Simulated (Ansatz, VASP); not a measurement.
# Two plane-wave programs on Ti3Si

Contents of INCAR:

```
SYSTEM = Ti3Si
  PREC = Accurate
  ENCUT = 520
  EDIFF = 1E-7
  ISMEAR = -1
  SIGMA = 0.05
  LREAL = .False.
  LASPH = .True.
  NELM = 80
  ALGO = Normal
  ISIF = 2
  LWAVE = .False.
  LCHARG = .False.
  GGA = PS
  NBANDS = 28
```

File KPOINTS:

```
Automatic mesh
0
Gamma
  7 7 7
  0 0 0
```

File POSCAR:

```
Ti3Si
1.0
    0.0000000000      3.1651801565      3.1651801565
    3.1651801565      0.0000000000      3.1651801565
    3.1651801565      3.1651801565      0.0000000000
Ti Si
3 1
Direct
    0.0000000000      0.0000000000      0.0000000000
    0.2500000000      0.2500000000      0.2500000000
    0.7500000000      0.7500000000      0.7500000000
    0.5000000000      0.5000000000      0.5000000000
```

The input input.yaml:

```yaml
crystal:
  lattice:
    - [0.0, 3.1651801565, 3.1651801565]
    - [3.1651801565, 0.0, 3.1651801565]
    - [3.1651801565, 3.1651801565, 0.0]
  atoms:
    - { symbol: Ti, position: [0.0, 0.0, 0.0] }
    - { symbol: Ti, position: [0.25, 0.25, 0.25] }
    - { symbol: Ti, position: [0.75, 0.75, 0.75] }
    - { symbol: Si, position: [0.5, 0.5, 0.5] }
hamiltonian:
  xc: pbesol
  pseudopotentials: { kind: paw }
kpoints:
  mp_grid: { grid: [7, 7, 7] }
scf:
  occupations: { method: fermi_dirac, width: 0.05 }
output:
  forces: true
  stress: true
  eigenvalues: true
```

Change from the starting cell: volume scaled by 1.02.

Alike in both runs: task single point; functional PBEsol; k mesh 7 × 7 × 7; occupations fermi-dirac, width 0.05 eV; no spin polarisation.

|  | VASP | Ansatz |
| --- | --- | --- |
| version | VASP 6.6.1 | Ansatz 0.2.0 |
| potentials or method | VASP PAW PBE potentials, release 64 (Ti_sv, Si) | Ansatz PAW |
| plane-wave cutoff (eV) | 520 | 420 |
| valence electrons in the cell | 40 | 40 |

```csv
,VASP,Ansatz,Ansatz less VASP
gap on the k mesh at the Fermi level (eV),none,none,-
pressure (GPa),-7.3,-7.3,+0.04
```

A gap of «none» marks a metal or a gap that the smearing closes. With one functional, cell and mesh, what is left measures potentials, basis and numerics.

Caveats: the PAW data sets were made with another functional, which shifts forces and pressure a little (VASP); the PAW data sets come from PBE, with cores solved anew for the run's functional, which leaves a small shift of forces and pressure (Ansatz).
